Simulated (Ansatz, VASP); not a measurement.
# InP: VASP beside Ansatz

The input INCAR:

```
SYSTEM = InP
PREC     = Accurate       ! precision mode
ENCUT    = 520            ! plane-wave cutoff, eV
EDIFF    = 1E-6           ! SCF threshold, eV
ISMEAR   = 0              ! smearing method
SIGMA    = 0.15           ! smearing width, eV
LREAL    = .False.        ! projectors in reciprocal space
LASPH    = .True.         ! aspherical terms in the spheres
NELM     = 100            ! most SCF steps
ALGO     = Normal         ! electronic algorithm
ISIF     = 2              ! what is computed and relaxed
LWAVE    = .False.        ! write WAVECAR
LCHARG   = .False.        ! write CHGCAR
GGA      = PE             ! functional
NBANDS   = 16             ! bands
```

File KPOINTS:

```
regular mesh
0
Gamma
  16 16 16
  0 0 0
```

The input POSCAR:

```
InP
1.0
    0.0000000000      2.8550000000      2.8550000000
    2.8550000000      0.0000000000      2.8550000000
    2.8550000000      2.8550000000      0.0000000000
In P
1 1
Direct
    0.0000000000      0.0000000000      0.0000000000
    0.5000000000      0.5000000000      0.5000000000
```

Input for Ansatz:

```yaml
crystal:
  lattice:
    - [0.0, 2.855, 2.855]
    - [2.855, 0.0, 2.855]
    - [2.855, 2.855, 0.0]
  atoms:
    - { symbol: In, position: [0.0, 0.0, 0.0] }
    - { symbol: P, position: [0.5, 0.5, 0.5] }
basis:
  ecutwfc: 420
kpoints:
  mp_grid: { grid: [16, 16, 16] }
hamiltonian:
  xc: pbe
scf:
  occupations: { method: gaussian, width: 0.15 }
output:
  forces: true
  stress: true
  eigenvalues: true
```

Measurements of this composition are mostly on another form, of space group No. 216.

Alike in both runs: task single point; functional PBE; k mesh 16 × 16 × 16; occupations gaussian, width 0.15 eV; no spin polarisation.

|  | VASP | Ansatz |
| --- | --- | --- |
| version | VASP 6.6.1 | Ansatz 0.2.0 |
| potentials or method | VASP PAW PBE potentials, release 64 (In_d, P) | scalar-relativistic, plane waves, PAW |
| plane-wave cutoff (eV) | 520 | 420 |
| valence electrons in the cell | 18 | 18 |

```tsv
	VASP	Ansatz	Ansatz less VASP
gap on the k mesh at the Fermi level (eV)	none	none	-
pressure (GPa)	-5.4	-5.3	+0.04
```

A gap of «none» marks a metal or a gap that the smearing closes. The functional is the same, so the differences come from potentials, cutoffs and numerics.
